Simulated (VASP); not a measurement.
The system is C.

```
CELL_PARAMETERS angstrom
2.46729 0.00000 0.00000
-1.23365 2.13674 0.00000
0.00000 0.00000 7.80307
ATOMIC_POSITIONS crystal
C 0.00000 0.00000 0.25000
C 0.00000 0.00000 0.75000
C 0.33333 0.66667 0.25000
C 0.66667 0.33333 0.75000
```

```yaml
Program: VASP 6.6.1
Task: relaxation of cell and atoms
Functional: rev-vdW-DF2
Potentials_or_basis: VASP PAW PBE potentials, release 64 (C)
Cutoff: 600 eV
k_mesh: 12 × 12 × 4
Occupations: gaussian, width 0.03 eV
Spin: no spin polarisation
```

At the start: pressure -1.4 GPa; volume 10.28 Å³/atom.

How do energy, volume and symmetry change on relaxing?

Over 15 steps the energy falls by 20.3 meV/atom and the volume is 8.61 Å³/atom (-16.3 %); space group P6_3/mmc (No. 194, to 0.05 Å).

Step by step:
```csv
step,energy change (eV),largest force (eV/Å),pressure (GPa),volume (Å³)
1,0.0000,0.0000,-1.43,41.14
2,-0.0046,0.0000,0.41,40.59
3,-0.0057,0.0000,1.82,40.20
4,-0.0070,0.0000,1.82,40.12
5,-0.0108,0.0000,1.84,39.89
6,-0.0185,0.0000,1.88,39.42
7,-0.0337,0.0000,2.05,38.48
8,-0.0608,0.0000,2.44,36.61
9,-0.0672,0.0000,4.25,32.87
10,-0.0761,0.0000,3.04,34.86
11,-0.0772,0.0000,3.35,34.19
12,-0.0751,0.0000,-3.87,34.75
13,-0.0813,0.0000,0.08,34.44
14,-0.0813,0.0000,0.14,34.43
15,-0.0813,0.0000,0.11,34.45
```

Final structure:
```
C
1.0
     2.46414    0.00000    0.00000
    -1.23207    2.13401    0.00000
     0.00000    0.00000    6.55066
C
4
Cartesian
  0.0000 0.0000 1.6377
  0.0000 0.0000 4.9130
  0.0000 1.4227 1.6377
  1.2321 0.7113 4.9130
```

Caveat: the volume moved by over 15 % at a fixed basis, so the end points are rough; the PAW data sets were made with another functional, which shifts forces and pressure a little.
